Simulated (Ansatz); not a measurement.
Space group Pm-3m (No. 221). a = 3.948 Å, b = 3.948 Å, c = 3.948 Å, α = 90.00°, β = 90.00°, γ = 90.00°
```tsv
atom	site	symmetry	x	y	z
Ti	1a	m-3m	0.0000	0.0000	0.0000
Al	3c	4/mm.m	0.5000	0.5000	0.0000
```

Equation of state of this TiAl3 structure (not necessarily the ground state), with shape and atoms relaxed at each volume where symmetry leaves them free. It has no gap at any of these volumes. Level of theory: DFT PBEsol, scalar-relativistic, plane waves, PAW (Ansatz 0.2.0).

Plane waves to 420 eV, a k mesh through Γ of 10×10×10 on the computed 4-atom cell and Gaussian smearing (0.10 eV); no spin polarisation.

```csv
V (Å³/atom),E − E(largest V) (meV/atom),P (GPa)
13.542,49.48,18.45
14.003,4.80,12.74
14.465,-24.61,7.83
14.926,-40.91,3.62
15.388,-45.94,-0.01
15.850,-41.27,-3.12
16.311,-28.28,-5.80
16.927,0.00,-8.78
```

Problem. Fit a third-order Birch–Murnaghan equation to E(V).

Solution. V0 = 15.39 Å³/atom, B0 = 112 GPa, B0' = 4.0.

This form isn't the usual stable structure of the compound.